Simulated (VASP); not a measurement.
Runs of VASP 6.6.1 on Ir. It takes space group Fm-3m (No. 225, cubic). The conventional cell has a = 3.862 Å, b = 3.862 Å, c = 3.862 Å, α = 90.00°, β = 90.00°, γ = 90.00°. Around Ir (site symmetry m-3m) lie 12 Ir at 2.73 Å. 

```csv
task,level,potentials or basis,cell,cutoff (eV),gap on the mesh (eV),pressure (GPa),relaxed volume (Å³/atom)
relaxation of cell and atoms,rev-vdW-DF2,"VASP PAW PBE potentials, release 64 (Ir)",relaxed,600,none,0.0,-
relaxation of cell and atoms,PBE+D3(BJ),"VASP PAW PBE potentials, release 64 (Ir)",relaxed,600,none,0.0,-
band structure,PBEsol,"VASP PAW PBE potentials, release 64 (Ir)","Fm-3m, 14.1 Å³/atom",520,-,-0.2,-
relaxation of cell and atoms,PBE,"VASP PAW PBE potentials, release 64 (Ir)",relaxed,600,none,0.0,-
relaxation of cell and atoms,RPBE,"VASP PAW PBE potentials, release 64 (Ir)",relaxed,600,none,0.0,14.70
relaxation of cell and atoms,LDA,"VASP PAW LDA potentials, release 64 (Ir)",relaxed,600,none,-0.1,(a)
band structure,rev-vdW-DF2,"VASP PAW PBE potentials, release 64 (Ir)","Fm-3m, 14.4 Å³/atom",520,-,0.1,-
relaxation of cell and atoms,PBEsol,"VASP PAW PBE potentials, release 64 (Ir)",relaxed,600,none,0.0,-
```

Alike in all rows: no spin polarisation; k mesh 16 × 16 × 16; smearing methfessel-paxton 0.1 eV.

**Question.** Fill in the values left out.

**Answer.** (a) 13.94.

Caveats: the PAW data sets were made with another functional, which shifts forces and pressure a little (some runs); the relaxation stopped at its first step, so nothing moved (some runs); spin-orbit coupling is left out, which moves the levels of the heavy elements (some runs); pairwise dispersion overbinds metals, which lowers pressure and volume (some runs).

A k mesh can miss the band edges, and the runs leave out spin-orbit coupling on Ir.

A gap of «none» marks a metal or a gap under the smearing width.
